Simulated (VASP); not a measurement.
# GaSb (F-43m) in VASP: further runs, part 2 of 2

VASP 6.6.1.

## (4) Band structure, revPBE

Contents of POSCAR:

```
GaSb
1.0
    0.0000000000      3.0590000000      3.0590000000
    3.0590000000      0.0000000000      3.0590000000
    3.0590000000      3.0590000000      0.0000000000
Sb Ga
1 1
Direct
    0.7500000000      0.7500000000      0.7500000000
    0.0000000000      0.0000000000      0.0000000000
```

Contents of INCAR.step1:

```
ALGO = Fast
EDIFF = 1E-6
ENCUT = 520
GGA = RE
ISIF = 2
ISMEAR = -1
LASPH = True
LCHARG = True
LREAL = False
LWAVE = False
NBANDS = 16
NELM = 60
PREC = Accurate
SIGMA = 0.05
```

Contents of KPOINTS.step1:

```
k-points
0
Gamma
  8 8 8
```

Contents of INCAR.step2:

```
ALGO = Fast
EDIFF = 1E-6
ENCUT = 520
GGA = RE
ICHARG = 11
ISIF = 2
ISMEAR = 0
LASPH = True
LCHARG = False
LREAL = False
LWAVE = False
NBANDS = 16
NELM = 60
PREC = Accurate
SIGMA = 0.05
```

Contents of KPOINTS.step2:

```
path GXWKGLUWLK,UX
20
line-mode
reciprocal
 0.0000000000  0.0000000000  0.0000000000  G
 0.5000000000  0.0000000000  0.5000000000  X

 0.5000000000  0.0000000000  0.5000000000  X
 0.5000000000  0.2500000000  0.7500000000  W

 0.5000000000  0.2500000000  0.7500000000  W
 0.3750000000  0.3750000000  0.7500000000  K

 0.3750000000  0.3750000000  0.7500000000  K
 0.0000000000  0.0000000000  0.0000000000  G

 0.0000000000  0.0000000000  0.0000000000  G
 0.5000000000  0.5000000000  0.5000000000  L

 0.5000000000  0.5000000000  0.5000000000  L
 0.6250000000  0.2500000000  0.6250000000  U

 0.6250000000  0.2500000000  0.6250000000  U
 0.5000000000  0.2500000000  0.7500000000  W

 0.5000000000  0.2500000000  0.7500000000  W
 0.5000000000  0.5000000000  0.5000000000  L

 0.5000000000  0.5000000000  0.5000000000  L
 0.3750000000  0.3750000000  0.7500000000  K

 0.6250000000  0.2500000000  0.6250000000  U
 0.5000000000  0.0000000000  0.5000000000  X
```

Potentials or basis: VASP PAW PBE potentials, release 64 (Sb, Ga_d).

Started as:

```console
$ cat potpaw_PBE.64/Sb/POTCAR potpaw_PBE.64/Ga_d/POTCAR > POTCAR
$ cp INCAR.step1 INCAR
$ cp KPOINTS.step1 KPOINTS
$ mpirun -np 1 vasp_std > vasp.out
$ cp INCAR.step2 INCAR
$ cp KPOINTS.step2 KPOINTS
$ mpirun -np 1 vasp_std > vasp.out
```

OUTCAR:

```text
EDIFF = 1E-6
   ENCUT = 520
   GGA = RE
   ICHARG = 11
   ISIF = 2
   ISMEAR = 0
   LASPH = True
   LREAL = False
   NELM = 60
   PREC = Accurate

 ion  position               nearest neighbor table
   1  0.750  0.750  0.750-   2 2.65   2 2.65   2 2.65   2 2.65
   2  0.000  0.000  0.000-   1 2.65   1 2.65   1 2.65   1 2.65

  LATTYP: Found a face centered cubic cell.
 ALAT       =     6.1180000000

  Lattice vectors:

 A1 = (   0.0000000000,   3.0590000000,   3.0590000000)
[... 637 lines left out ...]
------------------------ aborting loop because EDIFF is reached ----------------------------------------

  FORCE on cell =-STRESS in cart. coord.  units (eV):
  Direction    XX          YY          ZZ          XY          YZ          ZX
  --------------------------------------------------------------------------------------
  -------------------------------------------------------------------------------------
  Total        0.6649965      0.6649965      0.6649965     -0.0000000     -0.0000000     -0.0000000
  in kB       18.6106489     18.6106489     18.6106489     -0.0000000     -0.0000000     -0.0000000
  external PRESSURE =      18.6106489 kB  Pullay stress =       0.0000000 kB

 VOLUME and BASIS-vectors are now :
 -----------------------------------------------------------------------------
  energy-cutoff  :      520.00
  volume of cell :       57.25
      direct lattice vectors                 reciprocal lattice vectors
     0.000000000  3.059000000  3.059000000    -0.163452109  0.163452109  0.163452109
     3.059000000  0.000000000  3.059000000     0.163452109 -0.163452109  0.163452109
     3.059000000  3.059000000  0.000000000     0.163452109  0.163452109 -0.163452109

 POSITION                                       TOTAL-FORCE (eV/Angst)
 -----------------------------------------------------------------------------------
      4.58850      4.58850      4.58850        -0.000000     -0.000000     -0.000000
      0.00000      0.00000      0.00000         0.000000      0.000000      0.000000
 -----------------------------------------------------------------------------------
    total drift:                               -0.000002     -0.000002     -0.000002

  FREE ENERGIE OF THE ION-ELECTRON SYSTEM (eV)
  ---------------------------------------------------
  free  energy   TOTEN  =        -6.8868114869 eV

  energy  without entropy=       -6.8863034432  energy(sigma->0) =       -6.88655747
```

OUTCAR.step1:

```text
EDIFF = 1E-6
   ENCUT = 520
   GGA = RE
   ISIF = 2
   ISMEAR = -1
[... 678 lines left out ...]
 -----------------------------------------------------------------------------------
      4.58850      4.58850      4.58850         0.000000     -0.000000      0.000000
      0.00000      0.00000      0.00000        -0.000000      0.000000     -0.000000
 -----------------------------------------------------------------------------------
    total drift:                               -0.000002     -0.000002     -0.000002

  FREE ENERGIE OF THE ION-ELECTRON SYSTEM (eV)
  ---------------------------------------------------
  free  energy   TOTEN  =        -6.7579925460 eV

  energy  without entropy=       -6.7575876429  energy(sigma->0) =       -6.75779009
```

OSZICAR.step1:

```text
N       E                     dE             d eps       ncg     rms          rms(c)
DAV:   1     0.818387848954E+02    0.81839E+02   -0.85942E+03   952   0.136E+03
DAV:   2    -0.593345116073E+00   -0.82432E+02   -0.79431E+02  1112   0.293E+02
DAV:   3    -0.667885060778E+01   -0.60855E+01   -0.60584E+01  1128   0.641E+01
DAV:   4    -0.678473221842E+01   -0.10588E+00   -0.10587E+00  1208   0.940E+00
DAV:   5    -0.678704118260E+01   -0.23090E-02   -0.23089E-02  1112   0.124E+00    0.325E+00
RMM:   6    -0.675860043471E+01    0.28441E-01   -0.48080E-02  1344   0.229E+00    0.199E+00
RMM:   7    -0.675465091905E+01    0.39495E-02   -0.42421E-02  1271   0.153E+00    0.298E-01
RMM:   8    -0.675693961918E+01   -0.22887E-02   -0.10642E-02  1291   0.812E-01    0.775E-02
RMM:   9    -0.675787223218E+01   -0.93261E-03   -0.21960E-03  1262   0.406E-01    0.256E-02
RMM:  10    -0.675791605610E+01   -0.43824E-04   -0.39716E-04  1438   0.179E-01    0.204E-02
RMM:  11    -0.675798947074E+01   -0.73415E-04   -0.20395E-04  1279   0.982E-02    0.553E-03
RMM:  12    -0.675799099633E+01   -0.15256E-05   -0.22207E-05  1465   0.399E-02    0.250E-03
RMM:  13    -0.675799246873E+01   -0.14724E-05   -0.45497E-06  1071   0.180E-02    0.159E-03
RMM:  14    -0.675799254598E+01   -0.77253E-07   -0.91661E-07   890   0.107E-02
   1 F= -.67579925E+01 E0= -.67577901E+01  d E =-.404903E-03
```

Wall time 75 s (1 thread of Intel Xeon 6975P-C (Granite Rapids), shared host); peak memory 0.31 GiB.

What came out:

```
Band gap on the k mesh  : 0.11 eV, direct
Band gap along the path : 0.11 eV, direct
```

Levels at the corners of the path, in eV from the valence-band top:
| point | band 5 | band 6 | band 7 | band 8 | band 9 | band 10 | band 11 | band 12 | band 13 | band 14 |
| --- | --- | --- | --- | --- | --- | --- | --- | --- | --- | --- |
| Γ | -14.99 | -11.45 | 0.00 | 0.00 | 0.00 | 0.11 | 2.79 | 2.79 | 2.79 | 5.96 |
| X | -14.98 | -9.00 | -6.79 | -2.57 | -2.57 | 0.96 | 1.32 | 8.71 | 8.71 | 10.15 |
| X | -14.98 | -9.00 | -6.79 | -2.57 | -2.57 | 0.96 | 1.32 | 8.71 | 8.71 | 10.15 |
| W | -14.99 | -8.96 | -6.66 | -3.33 | -3.11 | 3.71 | 4.38 | 4.44 | 4.79 | 9.99 |
| W | -14.99 | -8.96 | -6.66 | -3.33 | -3.11 | 3.71 | 4.38 | 4.44 | 4.79 | 9.99 |
| K | -14.99 | -9.07 | -6.61 | -3.59 | -2.19 | 1.46 | 3.92 | 6.65 | 6.81 | 7.59 |
| K | -14.99 | -9.07 | -6.61 | -3.59 | -2.19 | 1.46 | 3.92 | 6.65 | 6.81 | 7.59 |
| Γ | -14.99 | -11.45 | 0.00 | 0.00 | 0.00 | 0.11 | 2.79 | 2.79 | 2.79 | 5.96 |
| Γ | -14.99 | -11.45 | 0.00 | 0.00 | 0.00 | 0.11 | 2.79 | 2.79 | 2.79 | 5.96 |
| L | -14.99 | -9.83 | -6.34 | -1.15 | -1.15 | 0.46 | 3.76 | 3.76 | 6.59 | 9.47 |
| L | -14.99 | -9.83 | -6.34 | -1.15 | -1.15 | 0.46 | 3.76 | 3.76 | 6.59 | 9.47 |
| U | -14.99 | -9.07 | -6.61 | -3.59 | -2.19 | 1.46 | 3.92 | 6.65 | 6.81 | 7.59 |
| U | -14.99 | -9.07 | -6.61 | -3.59 | -2.19 | 1.46 | 3.92 | 6.65 | 6.81 | 7.59 |
| W | -14.99 | -8.96 | -6.66 | -3.33 | -3.11 | 3.71 | 4.38 | 4.44 | 4.79 | 9.99 |
| W | -14.99 | -8.96 | -6.66 | -3.33 | -3.11 | 3.71 | 4.38 | 4.44 | 4.79 | 9.99 |
| L | -14.99 | -9.83 | -6.34 | -1.15 | -1.15 | 0.46 | 3.76 | 3.76 | 6.59 | 9.47 |
| L | -14.99 | -9.83 | -6.34 | -1.15 | -1.15 | 0.46 | 3.76 | 3.76 | 6.59 | 9.47 |
| K | -14.99 | -9.07 | -6.61 | -3.59 | -2.19 | 1.46 | 3.92 | 6.65 | 6.81 | 7.59 |
| U | -14.99 | -9.07 | -6.61 | -3.59 | -2.19 | 1.46 | 3.92 | 6.65 | 6.81 | 7.59 |
| X | -14.98 | -9.00 | -6.79 | -2.57 | -2.57 | 0.96 | 1.32 | 8.71 | 8.71 | 10.15 |

Caveat: the log is that of the step along the path at fixed density, whose energy, stress, charges and moments have no meaning; the PAW data sets were made with another functional, which shifts forces and pressure a little; spin-orbit coupling is left out, which moves the levels of the heavy elements.

## (5) Overview

```csv
level,spin,k mesh,gap on the mesh (eV)
PBEsol,"SOC, no magnetisation",6 × 6 × 6,-
RPBE,off,8 × 8 × 8,0.13
revPBE,off,8 × 8 × 8,0.11
```

Alike in all rows: task band structure; potentials or basis VASP PAW PBE potentials, release 64 (Sb, Ga_d); cell as given; cutoff (eV) 520; smearing fermi-dirac 0.05 eV.

Caveats: the PAW data sets were made with another functional, which shifts forces and pressure a little; spin-orbit coupling is left out, which moves the levels of the heavy elements (some runs).

Absolute energies hang on the potentials; compare differences alone.

## (6) How close it comes

Step 3. A measured gap of GaSb is 0.811 eV (direct; 4.2 K; a printed reference work, data compilation); the calculated 0.13 eV misses it by -0.68 eV. Spin-orbit coupling on Ga, Sb is left out. The value is that of RPBE, without temperature or zero-point motion. Semilocal functionals fall short of measured gaps as a rule.

Step 4. A measured gap of GaSb is 0.811 eV (direct; 4.2 K; a printed reference work, data compilation); the calculated 0.11 eV misses it by -0.71 eV. Spin-orbit coupling on Ga, Sb is left out. The value is that of revPBE, without temperature or zero-point motion. Semilocal functionals fall short of measured gaps as a rule.
